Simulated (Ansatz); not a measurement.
# CdS (Hawleyite) (F-43m) in Ansatz: equation of state

How stiff is CdS (Hawleyite) in PBE, and what volume does it want? The cell is scaled to several volumes.

Everything below comes from runs of Ansatz 0.2.0. Logs are shortened: lines on timing, memory, paths and dates and some standing lists are left out, and cuts for length are marked.

**1. Starting point**

Symmetry: F-43m, No. 216, cubic system. Conventional cell: a = 5.833 Å, b = 5.833 Å, c = 5.833 Å, α = 90.00°, β = 90.00°, γ = 90.00°. Cd (site symmetry -43m) has 4 S at 2.53 Å as nearest neighbours. Around S (site symmetry -43m) lie 4 Cd at 2.53 Å.

**2. Equation of state, PBE**

Potentials or basis: all-electron LAPW, scalar-relativistic.

This step only gathers the single runs of the series.

What came out:

| Item | Value |
| --- | --- |
| Equilibrium volume | 26.03 Å³/atom |
| Bulk modulus | 53 GPa |
| Pressure derivative of the bulk modulus | 4.6 |

Energy against volume, from the lowest point:
```csv
volume (Å³/atom),energy (meV/atom)
23.319,57.57
23.815,36.85
24.312,21.24
24.808,10.19
25.304,3.25
25.800,0.00
26.296,0.07
```

PBE usually gives volumes a little too large and moduli too small. Zero-point motion and thermal expansion aren't in these numbers.
